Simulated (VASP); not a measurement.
# MgTe (F-43m) in VASP: equation of state

How stiff is MgTe in PBE, and what volume does it want? The cell is scaled to several volumes.

Program: VASP 6.6.1. These are calculated values, not measurements. Logs are shortened: lines on timing, memory, paths and dates and some standing lists are left out, and cuts for length are marked.

**1. The structure**

It takes space group F-43m (No. 216, cubic). The conventional cell has a = 6.464 Å, b = 6.464 Å, c = 6.464 Å, α = 90.00°, β = 90.00°, γ = 90.00°. Te (site symmetry -43m) has 4 Mg at 2.80 Å as nearest neighbours. Around Mg (site symmetry -43m) lie 4 Te at 2.80 Å.

The cell comes from a database or a generator and needn't be the stable form of this composition.

**2. Equation of state, PBE, 31.74 Å³/atom (volume scaled by 0.94)**

File INCAR:

```
ALGO = Normal ; EDIFF = 1E-7
ENCUT = 520 ; GGA = PE
ISIF = 2 ; ISMEAR = -1
LASPH = True ; LCHARG = False
LREAL = False ; LWAVE = False
NBANDS = 11 ; NELM = 60
PREC = Accurate ; SIGMA = 0.05
```

File KPOINTS:

```
k-points
0
Gamma
  7 7 7
```

File POSCAR:

```
MgTe
1.0
    0.0000000000      3.1660211513      3.1660211513
    3.1660211513      0.0000000000      3.1660211513
    3.1660211513      3.1660211513      0.0000000000
Te Mg
1 1
Direct
    0.2500000000      0.2500000000      0.2500000000
    0.0000000000      0.0000000000      0.0000000000
```

Potentials or basis: VASP PAW PBE potentials, release 64 (Te, Mg).

Run with:

```bash
cat potpaw_PBE.64/Te/POTCAR potpaw_PBE.64/Mg/POTCAR > POTCAR
mpirun -np 1 vasp_std > vasp.out
```

OUTCAR:

```text
EDIFF = 1E-7
   ENCUT = 520
   GGA = PE
   ISIF = 2
   ISMEAR = -1
   LASPH = True
   LREAL = False
   NELM = 60
   PREC = Accurate

 ion  position               nearest neighbor table
   1  0.250  0.250  0.250-   2 2.74   2 2.74   2 2.74   2 2.74
   2  0.000  0.000  0.000-   1 2.74   1 2.74   1 2.74   1 2.74

  LATTYP: Found a face centered cubic cell.
 ALAT       =     6.3320423026

  Lattice vectors:

 A1 = (   0.0000000000,   3.1660211513,   3.1660211513)
 A2 = (   3.1660211513,   0.0000000000,   3.1660211513)
 A3 = (   3.1660211513,   3.1660211513,   0.0000000000)

Analysis of symmetry for initial positions (statically):
=====================================================================
 Subroutine PRICEL returns:
 Original cell was already a primitive cell.

 Routine SETGRP: Setting up the symmetry group for a
 face centered cubic supercell.

 Subroutine GETGRP returns: Found 24 space group operations
 (whereof 24 operations were pure point group operations)
 out of a pool of 48 trial point group operations.

The static configuration has the point symmetry T_d .

Analysis of symmetry for dynamics (positions and initial velocities):
=====================================================================
 Subroutine PRICEL returns:
 Original cell was already a primitive cell.

 Routine SETGRP: Setting up the symmetry group for a
 face centered cubic supercell.

 Subroutine GETGRP returns: Found 24 space group operations
 (whereof 24 operations were pure point group operations)
 out of a pool of 48 trial point group operations.

The dynamic configuration has the point symmetry T_d .

 Subroutine INISYM returns: Found 24 space group operations
 (whereof 24 operations are pure point group operations),
 and found     1 'primitive' translations

----------------------------------------------------------------------------------------

                                     Primitive cell

  volume of cell :      63.4704

  direct lattice vectors                    reciprocal lattice vectors
     0.000000000  3.166021151  3.166021151    -0.157926930  0.157926930  0.157926930
     3.166021151  0.000000000  3.166021151     0.157926930 -0.157926930  0.157926930
     3.166021151  3.166021151  0.000000000     0.157926930  0.157926930 -0.157926930

  length of vectors
     4.477430051  4.477430051  4.477430051     0.273537466  0.273537466  0.273537466

  position of ions in fractional coordinates (direct lattice)
     0.250000000  0.250000000  0.250000000
     0.000000000  0.000000000  0.000000000

  ion indices of the primitive-cell ions
   primitive index   ion index
                 1           1
                 2           2

----------------------------------------------------------------------------------------

 KPOINTS: k-points

Automatic generation of k-mesh.
 Grid dimensions read from file:
 generate k-points for:    7    7    7

 Generating k-lattice:

  Cartesian coordinates                     Fractional coordinates (reciprocal lattice)
    -0.022560990  0.022560990  0.022560990     0.142857143  0.000000000  0.000000000
     0.022560990 -0.022560990  0.022560990     0.000000000  0.142857143  0.000000000
     0.022560990  0.022560990 -0.022560990     0.000000000  0.000000000  0.142857143

  Length of vectors
     0.039076781  0.039076781  0.039076781

  Shift w.r.t. Gamma in fractional coordinates (k-lattice)
     0.000000000  0.000000000  0.000000000

 Subroutine IBZKPT returns following result:
 ===========================================

 Found     20 irreducible k-points:

 Following reciprocal coordinates:
            Coordinates               Weight
  0.000000  0.000000  0.000000      1.000000
  0.142857  0.000000  0.000000      8.000000
  0.285714  0.000000  0.000000      8.000000
  0.428571  0.000000  0.000000      8.000000
  0.142857  0.142857  0.000000      6.000000
  0.285714  0.142857  0.000000     24.000000
[... 12 lines left out ...]
 -0.428571  0.428571  0.142857     24.000000
 -0.285714  0.428571  0.142857     24.000000
   k-points           NKPTS =     20   k-points in BZ     NKDIM =     20   number of bands    NBANDS=     11
   number of dos      NEDOS =    301   number of ions     NIONS =      2
   total plane-waves  NPLWV =  46656
   dimension x,y,z NGX =    36 NGY =   36 NGZ =   36
   dimension x,y,z NGXF=    72 NGYF=   72 NGZF=   72
   ions per type =               1   1
   NGX,Y,Z   is equivalent  to a cutoff of  13.37, 13.37, 13.37 a.u.
   NGXF,Y,Z  is equivalent  to a cutoff of  26.73, 26.73, 26.73 a.u.
 SYSTEM =  unknown system
   PREC   = accura    normal or accurate (medium, high low for compatibility)
   ISTART =      0    job   : 0-new  1-cont  2-samecut
   ICHARG =      2    charge: 1-file 2-atom 10-const
   ISPIN  =      1    spin polarized calculation?
   LNONCOLLINEAR =      F non collinear calculations
   LSORBIT =      F    spin-orbit coupling
   LASPH  =      T    aspherical Exc in radial PAW
   ENCUT  =  520.0 eV  38.22 Ry    6.18 a.u.   8.33  8.33  8.33*2*pi/ulx,y,z
   NELM   =     60;   NELMIN=  2; NELMDL= -5     # of ELM steps
   EDIFF  = 0.1E-06   stopping-criterion for ELM
   LREAL  =      F    real-space projection
   EDIFFG = 0.1E-05   stopping-criterion for IOM
   NSW    =      0    number of steps for IOM
   IBRION =     -1    ionic relax: 0-MD 1-quasi-New 2-CG
   NFREE  =      0    steps in history (QN), initial steepest desc. (CG)
   ISIF   =      2    stress and relaxation
   ISYM   =      2    0-nonsym 1-usesym 2-fastsym
   POTIM  = 0.5000    time-step for ionic-motion
   TEBEG  =    0.0;   TEEND  =   0.0 temperature during run
   PSTRESS=    0.0 pullay stress
   NELECT =       8.0000    total number of electrons
   NUPDOWN=      -1.0000    fix difference up-down
   EMIN   =  10.00;   EMAX   =-10.00  energy-range for DOS
   EFERMI =   0.00;   METHOD = LEGACY
   ISMEAR =    -1;   SIGMA  =   0.05  broadening in eV -4-tet -1-fermi 0-gaus
   EFERMI_NEDOS =   21; number of points for ismear=-14 and -15
   IALGO  =     38    algorithm
   IMIX   =      4    mixing-type and parameters
     AMIX     =   0.40;   BMIX     =  1.00
     AMIX_MAG =   1.60;   BMIX_MAG =  1.00
  volume/ion in A,a.u.               =      31.74       214.16
  Fermi-wavevector in a.u.,A,eV,Ry     =   0.820820  1.551124  9.166853  0.673745
  Thomas-Fermi vector in A             =   1.931869
   LORBIT       =      0    0 simple, 1 ext, 2 COOP (PROOUT), +10 PAW based schemes
   GGA     = PE    functional components
   LHFCALC =     F    Hartree Fock is set to
   AEXX    =    0.0000 exact exchange contribution
   IVDW    =     0    specifies the selected vdW correction
   LEPSILON=     F    determine dielectric tensor
   LRPA    =     F    only Hartree local field effects (RPA)
 non-spin polarized calculation
  energy-cutoff  :      520.00
  volume of cell :       63.47
 maximum number of plane-waves:      1729
 NGX is ok and might be reduce to    36
   NGX = 17   NGY = 17   NGZ = 17

 number of electron       8.0000000 magnetization

 Free energy of the ion-electron system (eV)
  ---------------------------------------------------
  ext. energy  EPLUGINS =         0.00000000
  ---------------------------------------------------
  free energy    TOTEN  =        -6.35081298 eV

  energy without entropy =       -6.35081298  energy(sigma->0) =       -6.35081298

 E-fermi :   3.3338     XC(G=0):  -8.0749

 val. band max:        2.3283733029   @ k =   0.0000   0.0000   0.0000
 cond. band min:       5.0226486957   @ k =   0.0000   0.0000   0.0000
 fundamental gap:      2.6942753928
 Fermi energy:         3.3337965531

 k-point     1 :       0.0000    0.0000    0.0000
  band No.  band energies     occupation
      1      -8.0714      2.00000
      2       2.3284      2.00000
      3       2.3284      2.00000
      4       2.3284      2.00000
      5       5.0226      0.00000
      6       7.8630      0.00000
      7       7.8630      0.00000
      8       7.8630      0.00000
      9      11.0109      0.00000
     10      11.0109      0.00000
     11      11.2723      0.00000

 k-point     2 :       0.1429    0.0000    0.0000
  band No.  band energies     occupation
      1      -7.9620      2.00000
      2       1.3281      2.00000
      3       2.2304      2.00000
      4       2.2304      2.00000
      5       5.7783      0.00000
      6       7.8761      0.00000
      7       8.0830      0.00000
      8       8.0830      0.00000
      9      10.4295      0.00000
     10      10.4295      0.00000
     11      11.7688      0.00000

 k-point     3 :       0.2857    0.0000    0.0000
  band No.  band energies     occupation
      1      -7.6894      2.00000
      2      -0.0956      2.00000
      3       2.0348      2.00000
      4       2.0348      2.00000
      5       5.9321      0.00000
      6       8.1564      0.00000
      7       8.1564      0.00000
      8       9.0295      0.00000
      9      10.6568      0.00000
     10      10.6568      0.00000
     11      11.1994      0.00000

 k-point     4 :       0.4286    0.0000    0.0000
  band No.  band energies     occupation
      1      -7.4346      2.00000
      2      -0.9939      2.00000
      3       1.8968      2.00000
      4       1.8968      2.00000
      5       5.7224      0.00000
      6       7.9170      0.00000
      7       7.9170      0.00000
      8       9.7707      0.00000
      9      11.9673      0.00000
     10      12.2177      0.00000
     11      12.2177      0.00000
[... 183 lines left out ...]
 k-point    18 :      -0.4286    0.2857    0.1429
  band No.  band energies     occupation
      1      -7.2828      2.00000
      2      -0.6786      2.00000
      3       0.6152      2.00000
      4       1.4125      2.00000
      5       6.8169      0.00000
      6       7.4050      0.00000
      7       8.7480      0.00000
      8       9.7987      0.00000
      9      11.0864      0.00000
     10      12.3584      0.00000
     11      13.7280      0.00000

 k-point    19 :      -0.4286    0.4286    0.1429
  band No.  band energies     occupation
      1      -7.2003      2.00000
      2      -0.6695      2.00000
      3       0.6493      2.00000
      4       0.9726      2.00000
      5       6.0592      0.00000
      6       6.9170      0.00000
      7       9.3456      0.00000
      8      11.1730      0.00000
      9      11.7892      0.00000
     10      13.0139      0.00000
     11      14.5342      0.00000

 k-point    20 :      -0.2857    0.4286    0.1429
  band No.  band energies     occupation
      1      -7.1731      2.00000
      2      -0.5446      2.00000
      3       0.1927      2.00000
      4       1.0222      2.00000
      5       6.5370      0.00000
      6       8.0582      0.00000
      7       9.0231      0.00000
      8       9.3308      0.00000
      9      11.7052      0.00000
     10      12.5422      0.00000
     11      14.8473      0.00000

------------------------ aborting loop because EDIFF is reached ----------------------------------------

  FORCE on cell =-STRESS in cart. coord.  units (eV):
  Direction    XX          YY          ZZ          XY          YZ          ZX
  --------------------------------------------------------------------------------------
  -------------------------------------------------------------------------------------
  Total        1.3216586      1.3216586      1.3216586      0.0000000      0.0000000     -0.0000000
  in kB       33.3624875     33.3624875     33.3624875      0.0000000      0.0000000     -0.0000000
  external PRESSURE =      33.3624875 kB  Pullay stress =       0.0000000 kB

 VOLUME and BASIS-vectors are now :
 -----------------------------------------------------------------------------
  energy-cutoff  :      520.00
  volume of cell :       63.47
      direct lattice vectors                 reciprocal lattice vectors
     0.000000000  3.166021151  3.166021151    -0.157926930  0.157926930  0.157926930
     3.166021151  0.000000000  3.166021151     0.157926930 -0.157926930  0.157926930
     3.166021151  3.166021151  0.000000000     0.157926930  0.157926930 -0.157926930

 POSITION                                       TOTAL-FORCE (eV/Angst)
 -----------------------------------------------------------------------------------
      1.58301      1.58301      1.58301        -0.000000     -0.000000     -0.000000
      0.00000      0.00000      0.00000         0.000000      0.000000      0.000000
 -----------------------------------------------------------------------------------
    total drift:                               -0.000000     -0.000000     -0.000000

  FREE ENERGIE OF THE ION-ELECTRON SYSTEM (eV)
  ---------------------------------------------------
  free  energy   TOTEN  =        -6.3508129826 eV

  energy  without entropy=       -6.3508129825  energy(sigma->0) =       -6.35081298
```

It took 15 s on 1 thread of Intel Xeon Platinum 8488C (Sapphire Rapids), shared host; peak memory 0.2 GiB.

What came out:

| Property | Result |
| --- | --- |
| Free energy | -6.3508 eV |
| Pressure | 3.3 GPa |
| Band gap on the k mesh | 2.69 eV, direct |

Caveat: spin-orbit coupling is left out, which moves the levels of the heavy elements; an odd mesh through Γ misses points on the zone boundary, where band edges often lie.

[end of part 1 of 2]
